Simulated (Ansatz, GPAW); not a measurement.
**HfN and the functional, program beside program**

```cif
data_structure
_symmetry_space_group_name_H-M 'P 1'
_symmetry_Int_Tables_number 1
_cell_length_a 3.4332
_cell_length_b 3.4332
_cell_length_c 3.9698
_cell_angle_alpha 90.000
_cell_angle_beta 90.000
_cell_angle_gamma 120.000
_cell_volume 40.52
loop_
_atom_site_label
_atom_site_type_symbol
_atom_site_fract_x
_atom_site_fract_y
_atom_site_fract_z
_atom_site_occupancy
Hf1 Hf 0.00000 0.00000 0.50000 1
N1 N 0.00000 0.00000 0.00000 1
```

The cell comes from a database or a generator and needn't be the stable form of this composition.

Kept alike: task band structure; k mesh 9 × 9 × 7; occupations fermi-dirac, width 0.05 eV; no spin polarisation. The mesh is that of the run's cell of 2 atoms. No spin-orbit coupling.

- A: Ansatz, Ansatz PAW, made for PBE, cutoff 420 eV
- B: GPAW; PAW data sets generated for this functional (BLYP, PBEsol); the program's PAW data sets (release 1.2.1) made for this functional (LDA, RPBE, revPBE); GPAW PAW data sets (gpaw-data 1.2.1) (PBE), cutoff 800 eV

| functional | A: pressure (GPa) | B: pressure (GPa) |
| --- | --- | --- |
| BLYP | 3.65 | 3.85 |
| LDA | -5.56 | -5.05 |
| PBE | 0.57 | 1.82 |
| PBEsol | -2.79 | -1.65 |
| RPBE | 2.86 | 4.48 |
| revPBE | 2.24 | 3.77 |

Pressure is positive in compression; plane-wave values hold the error of the finite cutoff, which Ansatz corrects. Values on potentials made for another functional: A at BLYP, LDA, PBEsol, RPBE, revPBE. For a metal such a mesh leaves the last digits unconverged.

Task: How large is the effect of the functional, and do the programs agree on it?

Result: From LDA to BLYP the pressure moves by +9.21 in A, +8.90 in B (GPa). Row by row the programs differ by 0.20 to 1.62, and over this span the shifts, as printed, agree within about 3 %. Shifts from LDA: BLYP +9.21, +8.90; PBE +6.13, +6.87; PBEsol +2.77, +3.40; RPBE +8.42, +9.53; revPBE +7.80, +8.82; the programs' shifts differ by up to 1.11.
